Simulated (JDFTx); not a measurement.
ZnO under changes of volume

One of the cells (16.689 Å³/atom); the others are scaled copies at fixed shape and fractional positions:

```
Zn O
1.0
     3.28797    0.00000    0.00000
    -1.64398    2.84746    0.00000
     0.00000    0.00000    7.13044
Zn O
2 2
Direct
  0.00000 0.00000 0.25000
  0.00000 0.00000 0.75000
  0.66667 0.33333 0.75000
  0.33333 0.66667 0.25000
```

Measurements of this composition are mostly on another form, of space group No. 186.

| Quantity | Value |
| --- | --- |
| Program | JDFTx 1.7.0 (patched build) |
| Functional | PBEsol |
| Potentials or basis | PseudoDojo-SR-PBEsol-0.4.1-standard with smoothed tails |
| Cutoff | 1143 eV |
| Density cutoff | 9143 eV |
| k mesh | 9 × 9 × 4 |
| Occupations | fermi-dirac, width 0.05 eV |
| Spin | no spin polarisation |

| volume (Å³/atom) | energy over the lowest point (meV/atom) | pressure (GPa) |
| --- | --- | --- |
| 15.688 | 0.00 | 0.9 |
| 16.022 | 0.29 | -1.2 |
| 16.356 | 4.78 | -3.1 |
| 16.689 | 13.00 | -4.8 |
| 17.023 | 24.56 | -6.3 |
| 17.357 | 39.08 | -7.6 |
| 17.691 | ? | ? |

Question: What does the run at 17.691 Å³/atom give?

Answer: Energy over the lowest point 56.26 meV/atom; pressure -8.8 GPa.

Worked out: A Birch-Murnaghan fit of order 3 (a polynomial in V^(-2/3)) to the other rows has its minimum at 15.83 Å³/atom with B0 = V·E''(V) = 102 GPa and B' = 4.6 at fixed shape and positions, which overstates the stiffness. It gives 56.23 meV/atom at 17.691 Å³/atom, against the run's 56.26, and -dE/dV = -8.8 GPa, against -8.8.

Energies are extrapolated to zero smearing.
